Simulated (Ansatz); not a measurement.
CsI (CsCl type)

```yaml
crystal:
  lattice:
    - [9.33383, 0.00000, 0.00000]
    - [0.00000, 4.66692, 0.00000]
    - [0.00000, 0.00000, 4.66692]
  atoms:
    - { symbol: Cs, position: [0.00000, 0.00000, 0.00000] }
    - { symbol: Cs, position: [0.50000, 0.00000, 0.00000] }
    - { symbol: I, position: [0.25000, 0.50000, 0.50000] }
    - { symbol: I, position: [0.75000, 0.50000, 0.50000] }
```

The atoms are displaced by Q × the pattern below (from a DFPT mode at X = (0.5, 0.0, 0.0), largest move 1; Q in Å), at fixed cell. It is one choice among 2 degenerate patterns. (q is in reciprocal vectors of the primitive cell; the cell shown is doubled to hold the pattern.)

```
atom      x      y       z
----  -----  -----  ------
Cs1   0.000  0.000   1.000
Cs2   0.000  0.000  -1.000
```

Atoms not listed stay in place.

Level of theory: PBE (plane waves to 420 eV, PAW, scalar-relativistic; Ansatz, a program for electronic structure). k mesh 4×7×7 (Γ-centred), Fermi-Dirac smearing 0.05 eV. Energies are smeared free energies. CsI was relaxed with its symmetry unable to fall. Spin-orbit coupling is left out, though I is heavy. The zero of ΔE is the undisplaced structure.

```
Q (Å)   ΔE (meV/cell)
------  -------------
-0.180           14.5
-0.150           10.0
-0.120            6.4
-0.090       withheld
-0.060            1.6
-0.030            0.4
0.000             0.0
0.030             0.4
0.060             1.6
0.090        withheld
0.120             6.4
0.150            10.0
0.180            14.5
```

### Question
Fit an even polynomial form (powers 2, 4) to the given rows and predict ΔE at Q = 0.090.

### Answer
Least squares on the 11 given rows: ΔE = (440.7)·Q² + (205.0)·Q⁴, in meV/cell with Q in Å; root-mean-square residual 0.01 meV/cell. At 0.090 the fit gives 3.6 meV/cell; the calculation gives 3.6 meV/cell, the same to the digits shown. The quadratic term alone would give 3.6 meV/cell.

(For displaced atoms, the force is minus the slope of the energy, and its curvature is a force constant, which sets phonon frequencies.)
